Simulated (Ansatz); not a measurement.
Runs of Ansatz 0.2.0 on HfB2. Symmetry: P6/mmm, No. 191, hexagonal system. The conventional cell has a = 3.140 Å, b = 3.140 Å, c = 3.480 Å, α = 90.00°, β = 90.00°, γ = 120.00°. Hf (site symmetry 6/mmm) is surrounded by 12 B at 2.51 Å. B (site symmetry -6m2) has 3 B at 1.81 Å as nearest neighbours. 

```csv
task,level,potentials or basis,spin,U,cell,k mesh,cutoff (eV),smearing,driver,hubbard projectors,double counting,conventional,temperature,mesh quality,gap on the mesh (eV),pressure (GPa),moment (μB)
relaxation of the atoms,RPBE+D3(BJ),Ansatz PAW,"collinear, random start",-,"atoms relaxed from: atoms moved at random, drawn with an rms of 0.15 Å",8 × 8 × 6,420,fermi-dirac 0.1 eV,chain,-,-,-,-,not flagged,none,-28.4,0.00
projected density of states,LDA,Ansatz PAW polarizable,off,-,as given,10 × 10 × 8,420,tetrahedron,-,-,-,-,-,not flagged,none,-10.2,-
projected density of states,PBEsol0,Ansatz PAW polarizable,"collinear, ferromagnetic start",-,volume scaled by 0.96,6 × 6 × 5,420,methfessel-paxton 0.05 eV,chain,-,-,-,-,coarse,none,(a),0.02
relaxation of cell and atoms,BLYP,Ansatz PAW earlier set,off,-,relaxed,8 × 8 × 7,710,fermi-dirac 0.05 eV,calculator,-,-,-,-,not flagged,-,0.1,-
single point,PBEsol+D3(BJ)+ATM,PseudoDojo PBEsol,off,-,cell strained at random at fixed volume,8 × 8 × 6,1034,methfessel-paxton 0.1 eV,calculator,-,-,-,-,not flagged,-,-8.3,-
projected density of states,LDA,Ansatz PAW polarizable,off,-,as given,10 × 10 × 8,420,tetrahedron,chain,-,-,-,-,not flagged,none,-10.2,-
atomic charges,PBE+D4+U,Ansatz PAW,off,Hf d U = 2 eV,as given,10 × 10 × 8,420,methfessel-paxton 0.1 eV,chain,all-electron-atomic,fll,-,-,not flagged,none,-7.4,-
```

Fill in the values left out.

(a) 6.1.

Caveats: some runs use coarse meshes; the potentials were made for another functional, which shifts forces and pressure (some runs); pairwise dispersion overbinds metals, which lowers pressure and volume (some runs); the starting moments weren't kept (some runs); the thresholds are loose for stress (some runs); with tetrahedron occupations forces and stress needn't match the slope of the energy (some runs); the PAW data sets come from PBE, with cores solved anew for the run's functional, which leaves a small shift of forces and pressure (some runs); the magnetic or orbital state may not be the lowest (some runs).

A k mesh can miss the band edges, and the runs leave out spin-orbit coupling on Hf.

A gap of «none» marks a metal or a gap under the smearing width.

The runs don't all hold the same shells in valence.
